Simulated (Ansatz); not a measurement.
# TiO$_{2}$: hydrostatic pressure series

Method: DFT r2SCAN, scalar-relativistic, plane waves, PAW in Ansatz. (500 eV cutoff, 6×6×10 k-mesh, Gaussian smearing of 0.02 eV, no spin polarisation)

Reference structure (relaxed):

```yaml
crystal:
  lattice:
    - [4.59645, 0.00000, 0.00000]
    - [0.00000, 4.59645, 0.00000]
    - [0.00000, 0.00000, 2.95405]
  atoms:
    - { symbol: Ti, position: [0.50000, 0.50000, 0.00000] }
    - { symbol: Ti, position: [0.00000, 0.00000, 0.50000] }
    - { symbol: O, position: [0.69536, 0.69536, 0.50000] }
    - { symbol: O, position: [0.80464, 0.19536, 0.00000] }
    - { symbol: O, position: [0.19536, 0.80464, 0.00000] }
    - { symbol: O, position: [0.30464, 0.30464, 0.50000] }
```

Cell and atoms are relaxed at each pressure within the symmetry of the start, at zero temperature, so transitions that lower the symmetry aren't seen. The k-mesh given is that at zero pressure and may differ at others. a, b and c are the lengths of the cell vectors above. ΔH is E + PV over the energy at zero pressure. Gaps are generalised Kohn–Sham gaps over the whole zone.

```csv
P (GPa),V (Å³/atom),V/V0,a (Å),b (Å),c (Å),ΔH (eV/atom),gap (eV)
-2,?,?,?,?,?,?,?
0,10.40,1.000,4.596,4.596,2.954,0.000,2.22
2,10.31,0.992,4.581,4.581,2.948,0.129,2.23
5,10.19,0.980,4.559,4.559,2.942,0.321,2.24
10,10.00,0.961,4.524,4.524,2.931,0.636,2.27
20,?,?,?,?,?,?,?
40,9.15,0.880,4.372,4.372,2.873,2.423,2.45
```

What stands in the row for -2 GPa?

V 10.49 Å³/atom; V/V0 1.009; a 4.613 Å; b 4.613 Å; c 2.959 Å; ΔH -0.130 eV/atom; gap 2.21 eV.

What stands in the row for 20 GPa?

V 9.67 Å³/atom; V/V0 0.930; a 4.466 Å; b 4.466 Å; c 2.910 Å; ΔH 1.250 eV/atom; gap 2.33 eV.

Cost: 7 runs of about 8.6 core-minutes in all, on Arm Neoverse V1 (shared hosts).